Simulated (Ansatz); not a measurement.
# HfH2: checking dH/dP = V

Theory: Ansatz, DFT PBEsol, scalar-relativistic, plane waves, PAW. (420 eV cutoff, 16×16×16 k-mesh, Gaussian smearing of 0.10 eV, no spin polarisation)

The relaxed crystal:

```yaml
crystal:
  lattice:
    - [-1.73213, 1.73213, 2.11884]
    - [1.73213, -1.73213, 2.11884]
    - [1.73213, 1.73213, -2.11884]
  atoms:
    - { symbol: Hf, position: [0.00000, 0.00000, 0.00000] }
    - { symbol: H, position: [0.75000, 0.25000, 0.50000] }
    - { symbol: H, position: [0.25000, 0.75000, 0.50000] }
```

Cell and atoms were relaxed at each target pressure within the start's symmetry (I4/mmm), at zero temperature; other phases can be more stable under pressure. H = E + PV with P the target; E is the free energy at the smearing used, whose derivative the pressure is, per atom and counted from zero pressure. The mesh named is that at zero pressure; some other pressures ran on another.

Spin–orbit coupling is left out, which can shift energies with elements as heavy as these.

| P (GPa) | V (Å³/atom) | E − E0 (meV) | H − H0 (meV) |
| --- | --- | --- | --- |
| 0 | 8.476 | 0.0 | 0.0 |
| 1 | 8.420 | 0.2 | 52.7 |
| 4 | 8.265 | 2.6 | 208.9 |
| 12 | 7.907 | 20.1 | 612.4 |
| 25 | 7.445 | 72.6 | 1234.3 |
| 50 | 6.802 | 219.8 | 2342.5 |
| 90 | 6.105 | 517.9 | 3947.3 |

Question: Thermodynamics gives dH/dP = V along a relaxed path. Integrate V over P by the trapezoid rule and compare with the computed enthalpies.

Answer: With 1 eV/Å³ = 160.22 GPa, each step adds the mean volume times ΔP / 160.22:
```csv
P (GPa),∫V dP (meV),H − H0 (meV),difference (meV)
1,52.7,52.7,0.0
4,208.9,208.9,0.0
12,612.7,612.4,0.3
25,1235.5,1234.3,1.2
50,2347.1,2342.5,4.6
90,3958.2,3947.3,10.9
```

V(P) curves upward, so the trapezoid rule runs high; integrating a smooth curve through the same points (P as a polynomial of degree 4 in ln V) puts that excess at about 10.1 meV at 90 GPa, against the 10.9 meV found.

Question: At 90 GPa, how much of the enthalpy change is stored energy and how much is the PV term?

Answer: E rises by 518 meV/atom and PV is 90 × 6.105 / 160.22 = 3429 meV/atom, so PV makes 87 % of ΔH. So between rival structures at high pressure a small difference in volume can outweigh the difference in energy: 1 % of this volume is worth 34.3 meV/atom at this pressure.

Question: What bulk modulus do the lowest pressures give?

Answer: From the pressures that the runs reached, -1.01 GPa (8.532 Å³) and 1.00 GPa (8.420 Å³), B = −ΔP/Δln V = 2.01 / 0.0131 = 152 GPa, a mean over that range.